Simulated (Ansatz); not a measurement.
# BN: the cost of one run

Computed with Ansatz 0.2.0 (DFT PBE, scalar-relativistic, plane waves, PAW, unless a step's input says otherwise).

1 further run of the same task is left out (set aside as unsound or not needed).

## Step 1: Starting point

It takes space group P-6m2 (No. 187, hexagonal). Conventional cell: a = 2.510 Å, b = 2.510 Å, c = 6.690 Å, α = 90.00°, β = 90.00°, γ = 120.00°. B (site symmetry -6m2) is surrounded by 3 N at 1.45 Å. N (site symmetry -6m2) has 3 B at 1.45 Å as nearest neighbours.

As a file:

```xyz
4
Lattice="2.5100 0.0000 0.0000 -1.2550 2.1737 0.0000 0.0000 0.0000 6.6900" Properties=species:S:1:pos:R:3 pbc="T T T"
B     1.2550    2.1737    3.3450
B     0.0000    1.4492    0.0000
N    -1.2550    2.1737    0.0000
N     1.2550    0.7246    3.3450
```

The structure comes from the Crystallography Open Database.

## Step 2: A distortion of lower symmetry

The change: strain xx, yy, zz, yz, xz, xy = -2.6, -2.1, -0.8, +0.2, +0.1, +0.4 %; atoms moved by 0.06 Å root mean square, at most 0.09 Å.

input.yaml reads:

```yaml
crystal:
  lattice:
    - [2.4456671122, 0.0103411933, 0.0024848984]
    - [-1.21387782, 2.1231861701, 0.002474616]
    - [0.0066231, 0.0114399, 6.6348075]
  atoms:
    - { symbol: B, position: [-0.0049111789, 0.0049111789, 0.5] }
    - { symbol: B, position: [0.3531548447, 0.6468451553, 0.0] }
    - { symbol: "N", position: [0.0033550756, -0.0033550756, 0.0] }
    - { symbol: "N", position: [0.6484012586, 0.3515987414, 0.5] }
basis:
  ecutwfc: 420
kpoints:
  mp_grid: { grid: [12, 12, 4] }
hamiltonian:
  xc: pbe
scf:
  occupations: { method: gaussian, width: 0.02 }
output:
  forces: true
  stress: true
  eigenvalues: true
```

On the command line:

```bash
ansatz run input.yaml --threads 1 --pin off --max-ram 1331MiB --backend cpu --events-out ev --progress --plain --runs-dir out
```

What time and memory should one allow on 1 thread of an x86-64 CPU, shared host?

About 7.4 s, with a peak of 0.51 GiB.
